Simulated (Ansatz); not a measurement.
**Pt in Ansatz: the effect of functional**

Crystal: Pt.

```
Pt
1.0
     2.77895    0.00000    0.00000
    -1.38947    2.40664    0.00000
     0.00000    0.00000    4.82387
Pt
2
Cartesian
  0.0000 1.6044 1.2060
  1.3895 0.8022 3.6179
```

This isn't the form of Pt at room conditions, which is fcc.

The cell isn't the ideal one: volume scaled by 1.02.

Alike in all runs:

- Program: Ansatz 0.2.0
- Task: single point
- Potentials or basis: Ansatz PAW
- k mesh: 11 × 11 × 6
- Occupations: fermi-dirac, width 0.05 eV
- Spin: no spin polarisation

```tsv
functional	cutoff	pressure (GPa)
LDA	420 eV (not typed: the program's choice for these potentials)	-19.6
PBEsol	420 eV (not typed: the program's choice for these potentials)	-14.8
r2SCAN	500 eV (not typed: the program's choice for these potentials)	?
```

What does the run with functional r2SCAN give?

Pressure -10.6 GPa.

Caveats: the PAW data sets come from PBE, with cores solved anew for the run's functional, which leaves a small shift of forces and pressure.
